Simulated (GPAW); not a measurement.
Runs of GPAW 26.7.0 on BaTiO3. It takes space group P4mm (No. 99, tetragonal). The conventional cell has a = 4.000 Å, b = 4.000 Å, c = 4.018 Å, α = 90.00°, β = 90.00°, γ = 90.00°. Ba (site symmetry 4mm) is surrounded by 12 O at 2.79 to 2.88 Å. Around Ti (site symmetry 4mm) lie 6 O at 1.89 to 2.13 Å. Around O (site symmetry 2mm) lie 2 Ti at 2.00 Å. O (site symmetry 4mm) is surrounded by 2 Ti at 1.89 to 2.13 Å. 

```tsv
task	level	potentials or basis	cell	k mesh	cutoff (eV)	smearing	maxiter	optimizer	fmax	max steps	response ecut	gap on the mesh (eV)	pressure (GPa)	relaxed volume (Å³/atom)	largest force (eV/Å)
relaxation of cell and atoms	PBE	GPAW PAW data sets (gpaw-data 1.2.1), pw	relaxed	4 × 4 × 4	800	fermi-dirac 0.05 eV	150	BFGS	0.02 eV/Å	100	-	1.81	-0.1	13.46	0.01
single point	PBE	GPAW PAW data sets (gpaw-data 1.2.1), pw	P4mm, 12.86 Å³/atom	5 × 5 × 5	650	fermi-dirac 0.05 eV	120	-	-	-	-	1.97	1.7	-	0.25
dielectric tensor	PBE	GPAW PAW data sets (gpaw-data 1.2.1), pw	P4mm, 12.86 Å³/atom	6 × 6 × 6	600	fermi-dirac 0.001 eV	150	-	-	-	80 eV	1.81	-	-	-
single point	LDA	the program's PAW data sets (release 1.2.1) made for this functional, pw	P4mm, 12.86 Å³/atom	6 × 6 × 6	600	fermi-dirac 0.05 eV	120	-	-	-	-	1.72	-11.7	-	(c)
relaxation of cell and atoms	revPBE+D3	the program's PAW data sets (release 1.2.1) made for this functional, pw	relaxed	4 × 4 × 4	800	fermi-dirac 0.05 eV	150	FIRE	0.02 eV/Å	100	-	1.84	-0.1	(a)	0.02
single point	PBE	GPAW PAW data sets (gpaw-data 1.2.1), pw	P4mm, 12.86 Å³/atom	6 × 6 × 6	600	fermi-dirac 0.05 eV	120	-	-	-	-	1.81	-0.6	-	0.25
dielectric tensor	PBE	GPAW PAW data sets (gpaw-data 1.2.1), pw	P4mm, 13.24 Å³/atom	5 × 5 × 5	650	fermi-dirac 0.001 eV	150	-	-	-	80 eV	(b)	-	-	-
dielectric tensor	PBE	GPAW PAW data sets (gpaw-data 1.2.1), pw	P4mm, 13.05 Å³/atom	5 × 5 × 5	650	fermi-dirac 0.001 eV	150	-	-	-	80 eV	1.95	-	-	-
```

Alike in all rows: no spin polarisation.

Fill in the values left out.

(a) 13.32; (b) 1.92; (c) 0.39.

Caveats: spin-orbit coupling is left out, which moves the levels of the heavy elements; an odd mesh through Γ misses points on the zone boundary, where band edges often lie (some runs); the cutoff is short for stress and forces, so pressures can be off by a GPa or more (some runs); the long-wavelength limit can be off by several per cent where d states take part (some runs); later steps reuse the first step's grids (some runs).

A k mesh can miss the band edges, and the runs leave out spin-orbit coupling on Ba.
